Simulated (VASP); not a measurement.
# C (C2/m) in VASP: single point with r2SCAN

Aim: the single point of C with r2SCAN.

All numbers are computed with VASP 6.6.1; they aren't measurements. Logs are shortened: lines on timing, memory, paths and dates and some standing lists are left out, and cuts for length are marked.

## Step 1: The crystal as given

The structure is monoclinic, space group C2/m (No. 12). Conventional cell: a = 4.255 Å, b = 2.457 Å, c = 3.765 Å, α = 90.00°, β = 111.49°, γ = 90.00°. C (site symmetry m) has 3 C at 1.42 Å as nearest neighbours.

This is a stacking variant of graphite.

## Step 2: Single point, r2SCAN

File POSCAR:

```
C
1.0
    2.1273203072     -1.2282824400      0.0000000000
    2.1273203072      1.2282824400      0.0000000000
   -1.3790696309      0.0000000000      3.5028300786
C
2
Direct
    0.8333555300      0.8333555300      0.0000930400
    0.1666444700      0.1666444700      0.9999069600
```

File INCAR.step1:

```
  ALGO = Normal
  EDIFF = 1E-4
  ENCUT = 520
  GGA = PE
  ISMEAR = -5
  LASPH = T
  LCHARG = F
  LREAL = F
  LWAVE = T
  NELM = 100
  PREC = Accurate
  SIGMA = 0.03
```

File INCAR.step2:

```
  ALGO = Normal
  EDIFF = 1E-6
  ENCUT = 520
  ISIF = 2
  ISMEAR = -1
  ISTART = 1
  LASPH = T
  LCHARG = F
  LMIXTAU = T
  LORBIT = 11
  LREAL = F
  LWAVE = F
  METAGGA = R2SCAN
  NELM = 100
  PREC = Accurate
  SIGMA = 0.03
```

File KPOINTS:

```
k-points
0
Gamma
  16 16 9
```

Potentials or basis: VASP PAW PBE potentials, release 64 (C).

Started as:

```bash
$ cat potpaw_PBE.64/C/POTCAR > POTCAR
$ cp INCAR.step1 INCAR
$ mpirun -np 1 vasp_std > vasp.out
$ cp INCAR.step2 INCAR
$ mpirun -np 1 vasp_std > vasp.out
```

OUTCAR:

```text
EDIFF = 1E-6
   ENCUT = 520
   ISIF = 2
   ISMEAR = -1
   ISTART = 1
   LASPH = T
   LORBIT = 11
   LREAL = F
   METAGGA = R2SCAN
   NELM = 100
   PREC = Accurate

 ion  position               nearest neighbor table
   1  0.833  0.833  0.000-   2 1.42   2 1.42   2 1.42
   2  0.167  0.167  1.000-   1 1.42   1 1.42   1 1.42

  LATTYP: Found a base centered monoclinic cell.
 ALAT       =     4.2546406144
 B/A-ratio  =     0.5773848141
 C/A-ratio  =     0.8848045598
 COS(beta)  =    -0.3663329314

  Lattice vectors:

 A1 = (   2.1273203072,  -1.2282824400,   0.0000000000)
 A2 = (   2.1273203072,   1.2282824400,   0.0000000000)
 A3 = (  -1.3790696309,   0.0000000000,   3.5028300786)

Analysis of symmetry for initial positions (statically):
=====================================================================
 Subroutine PRICEL returns:
 Original cell was already a primitive cell.

 Routine SETGRP: Setting up the symmetry group for a
 base centered monoclinic supercell.

 Subroutine GETGRP returns: Found  4 space group operations
 (whereof  4 operations were pure point group operations)
 out of a pool of  4 trial point group operations.

The static configuration has the point symmetry C_2h.

Analysis of symmetry for dynamics (positions and initial velocities):
=====================================================================
 Subroutine PRICEL returns:
 Original cell was already a primitive cell.

 Routine SETGRP: Setting up the symmetry group for a
 base centered monoclinic supercell.

 Subroutine GETGRP returns: Found  4 space group operations
 (whereof  4 operations were pure point group operations)
 out of a pool of  4 trial point group operations.

The dynamic configuration has the point symmetry C_2h.

 Subroutine INISYM returns: Found  4 space group operations
 (whereof  4 operations are pure point group operations),
 and found     1 'primitive' translations

----------------------------------------------------------------------------------------

                                     Primitive cell

  volume of cell :      18.3054

  direct lattice vectors                    reciprocal lattice vectors
     2.127320307 -1.228282440  0.000000000     0.235037478 -0.407072497  0.092534619
     2.127320307  1.228282440  0.000000000     0.235037478  0.407072497  0.092534619
    -1.379069631  0.000000000  3.502830079     0.000000000  0.000000000  0.285483446

  length of vectors
     2.456454649  2.456454649  3.764525416     0.479075453  0.479075453  0.285483446

  position of ions in fractional coordinates (direct lattice)
     0.833355530  0.833355530  0.000093040
     0.166644470  0.166644470  0.999906960

  ion indices of the primitive-cell ions
   primitive index   ion index
                 1           1
                 2           2

----------------------------------------------------------------------------------------

 KPOINTS: k-points

Automatic generation of k-mesh.
 Grid dimensions read from file:
 generate k-points for:   16   16    9

 Generating k-lattice:

  Cartesian coordinates                     Fractional coordinates (reciprocal lattice)
     0.014689842 -0.025442031  0.005783414     0.062500000 -0.000000000  0.000000000
     0.014689842  0.025442031  0.005783414    -0.000000000  0.062500000  0.000000000
     0.000000000  0.000000000  0.031720383     0.000000000  0.000000000  0.111111111

  Length of vectors
     0.029942216  0.029942216  0.031720383

  Shift w.r.t. Gamma in fractional coordinates (k-lattice)
     0.000000000  0.000000000  0.000000000

 Subroutine IBZKPT returns following result:
 ===========================================

 Found    617 irreducible k-points:

 Following reciprocal coordinates:
            Coordinates               Weight
  0.000000  0.000000  0.000000      1.000000
  0.062500 -0.000000  0.000000      4.000000
  0.125000 -0.000000  0.000000      4.000000
  0.187500  0.000000 -0.000000      4.000000
  0.250000 -0.000000  0.000000      4.000000
  0.312500  0.000000  0.000000      4.000000
[... 16 lines left out ...]
 -0.125000  0.062500  0.000000      4.000000
 -0.062500  0.062500  0.000000      2.000000
 [... further k-points ...]
   k-points           NKPTS =    617   k-points in BZ     NKDIM =    617   number of bands    NBANDS=      8
   number of dos      NEDOS =    301   number of ions     NIONS =      2
   total plane-waves  NPLWV =   9072
   dimension x,y,z NGX =    18 NGY =   18 NGZ =   28
   dimension x,y,z NGXF=    36 NGYF=   36 NGZF=   56
   ions per type =               2
   NGX,Y,Z   is equivalent  to a cutoff of  12.18, 12.18, 12.37 a.u.
   NGXF,Y,Z  is equivalent  to a cutoff of  24.36, 24.36, 24.73 a.u.
 SYSTEM =  unknown system
   PREC   = accura    normal or accurate (medium, high low for compatibility)
   ISTART =      1    job   : 0-new  1-cont  2-samecut
   ICHARG =      0    charge: 1-file 2-atom 10-const
   ISPIN  =      1    spin polarized calculation?
   LNONCOLLINEAR =      F non collinear calculations
   LSORBIT =      F    spin-orbit coupling
   LASPH  =      T    aspherical Exc in radial PAW
   ENCUT  =  520.0 eV  38.22 Ry    6.18 a.u.   4.57  4.57  7.00*2*pi/ulx,y,z
   NELM   =    100;   NELMIN=  2; NELMDL=  0     # of ELM steps
   EDIFF  = 0.1E-05   stopping-criterion for ELM
   LREAL  =      F    real-space projection
   EDIFFG = 0.1E-04   stopping-criterion for IOM
   NSW    =      0    number of steps for IOM
   IBRION =     -1    ionic relax: 0-MD 1-quasi-New 2-CG
   NFREE  =      0    steps in history (QN), initial steepest desc. (CG)
   ISIF   =      2    stress and relaxation
   ISYM   =      2    0-nonsym 1-usesym 2-fastsym
   POTIM  = 0.5000    time-step for ionic-motion
   TEBEG  =    0.0;   TEEND  =   0.0 temperature during run
   PSTRESS=    0.0 pullay stress
   NELECT =       8.0000    total number of electrons
   NUPDOWN=      -1.0000    fix difference up-down
   EMIN   =  10.00;   EMAX   =-10.00  energy-range for DOS
   EFERMI =   0.00;   METHOD = LEGACY
   ISMEAR =    -1;   SIGMA  =   0.03  broadening in eV -4-tet -1-fermi 0-gaus
   EFERMI_NEDOS =   21; number of points for ismear=-14 and -15
   IALGO  =     38    algorithm
   IMIX   =      4    mixing-type and parameters
     AMIX     =   0.40;   BMIX     =  1.00
     AMIX_MAG =   1.60;   BMIX_MAG =  1.00
  volume/ion in A,a.u.               =       9.15        61.77
  Fermi-wavevector in a.u.,A,eV,Ry     =   1.242352  2.347705 20.999765  1.543439
  Thomas-Fermi vector in A             =   2.376710
   LORBIT       =     11    0 simple, 1 ext, 2 COOP (PROOUT), +10 PAW based schemes
   METAGGA = R2SCAN    functional components
   LHFCALC =     F    Hartree Fock is set to
   AEXX    =    0.0000 exact exchange contribution
   IVDW    =     0    specifies the selected vdW correction
   LEPSILON=     F    determine dielectric tensor
   LRPA    =     F    only Hartree local field effects (RPA)
 non-spin polarized calculation
  energy-cutoff  :      520.00
  volume of cell :       18.31
 maximum number of plane-waves:       506
   NGX =  9   NGY =  9   NGZ = 13

 number of electron       8.0000000 magnetization

 Free energy of the ion-electron system (eV)
  ---------------------------------------------------
  ext. energy  EPLUGINS =         0.00000000
  ---------------------------------------------------
  free energy    TOTEN  =       -19.87687321 eV

  energy without entropy =      -19.87687316  energy(sigma->0) =      -19.87687319

 E-fermi :   4.3702     XC(G=0): -10.8336

 val. band max:        4.0416304295   @ k =  -0.3125   0.3125   0.0000
 cond. band min:       4.7036356344   @ k =  -0.3125   0.3750   0.3333
 fundamental gap:      0.6620052049
 Fermi energy:         4.3701831694

 k-point     1 :       0.0000    0.0000    0.0000
  band No.  band energies     occupation
      1     -16.6239      2.00000
      2      -2.9469      2.00000
      3       1.1111      2.00000
      4       1.1148      2.00000
      5       8.3805      0.00000
      6      13.0628      0.00000
      7      13.0651      0.00000
      8      16.7478      0.00000

 k-point     2 :       0.0625   -0.0000    0.0000
  band No.  band energies     occupation
      1     -16.5243      2.00000
      2      -2.8409      2.00000
      3       0.7066      2.00000
      4       0.9037      2.00000
      5       8.5176      0.00000
      6      13.1282      0.00000
      7      13.4903      0.00000
      8      16.3786      0.00000

 k-point     3 :       0.1250   -0.0000    0.0000
  band No.  band energies     occupation
      1     -16.2263      2.00000
      2      -2.5244      2.00000
      3      -0.3816      2.00000
      4       0.3620      2.00000
      5       8.9289      0.00000
      6      13.1946      0.00000
      7      14.6722      0.00000
      8      15.3596      0.00000
[... 210 lines left out ...]
 k-point    23 :      -0.1250    0.0625    0.0000
  band No.  band energies     occupation
      1     -15.9340      2.00000
      2      -2.1647      2.00000
      3      -1.2136      2.00000
      4      -0.2177      2.00000
      5       9.2330      0.00000
      6      13.4757      0.00000
      7      14.4420      0.00000
      8      15.3144      0.00000

 k-point    24 :      -0.0625    0.0625    0.0000
  band No.  band energies     occupation
      1     -16.3280      2.00000
      2      -2.6063      2.00000
      3       0.0055      2.00000
      4       0.4823      2.00000
      5       8.7374      0.00000
      6      13.3103      0.00000
      7      14.1535      0.00000
      8      15.6822      0.00000

 [... further k-points ...]

------------------------ aborting loop because EDIFF is reached ----------------------------------------

  FORCE on cell =-STRESS in cart. coord.  units (eV):
  Direction    XX          YY          ZZ          XY          YZ          ZX
  --------------------------------------------------------------------------------------
  -------------------------------------------------------------------------------------
  Total        0.0803894      0.0710956      0.0181553      0.0000000      0.0000000     -0.0039004
  in kB        7.0360577      6.2226186      1.5890355      0.0000000      0.0000000     -0.3413843
  external PRESSURE =       4.9492373 kB  Pullay stress =       0.0000000 kB

 VOLUME and BASIS-vectors are now :
 -----------------------------------------------------------------------------
  energy-cutoff  :      520.00
  volume of cell :       18.31
      direct lattice vectors                 reciprocal lattice vectors
     2.127320307 -1.228282440  0.000000000     0.235037478 -0.407072497  0.092534619
     2.127320307  1.228282440  0.000000000     0.235037478  0.407072497  0.092534619
    -1.379069631  0.000000000  3.502830079     0.000000000  0.000000000  0.285483446

 POSITION                                       TOTAL-FORCE (eV/Angst)
 -----------------------------------------------------------------------------------
      3.54550      0.00000      0.00033         0.002168      0.000000     -0.009594
     -0.66993      0.00000      3.50250        -0.002168      0.000000      0.009594
 -----------------------------------------------------------------------------------
    total drift:                               -0.000000     -0.000000      0.000000

  FREE ENERGIE OF THE ION-ELECTRON SYSTEM (eV)
  ---------------------------------------------------
  free  energy   TOTEN  =       -19.8768732146 eV

  energy  without entropy=      -19.8768731633  energy(sigma->0) =      -19.87687319

 total charge

# of ion       s       p       d       tot
------------------------------------------
    1        0.879   1.787   0.000   2.666
    2        0.879   1.787   0.000   2.666
--------------------------------------------------
tot          1.758   3.573   0.000   5.331
```

It took 3.6 min on 1 thread of AMD EPYC 7R13 (Zen 3), shared host; peak memory 0.15 GiB.

Results:

```yaml
Free_energy: -19.8769 eV
Pressure: 0.5 GPa
Largest_force: 0.010 eV/Å
Band_gap_on_the_k_mesh: 0.66 eV, indirect (least direct gap 0.68 eV)
Valence_electrons_inside_the_program's_atomic_spheres: C 2.67
```

Forces on the atoms (eV/Å):
```
C    0.002  0.000 -0.010
C   -0.002  0.000  0.010
```

Stress tensor (GPa, compression positive):
```
 0.70  0.00 -0.03
 0.00  0.62  0.00
-0.03  0.00  0.16
```

Levels at points of the mesh, in eV from the valence-band top:
```
           k point  band 2  band 3  band 4  band 5  band 6  band 7
(0.00, 0.00, 0.00)   -6.99   -2.93   -2.93    4.34    9.02    9.02
(0.50, 0.00, 0.00)  -13.83   -6.53   -1.94    2.39    8.20   12.40
(0.50, 0.50, 0.00)  -13.78   -6.57   -2.51    1.77    7.89   13.78
```

Caveat: the PAW data sets were made with another functional, which shifts forces and pressure a little; an odd mesh through Γ misses points on the zone boundary, where band edges often lie.
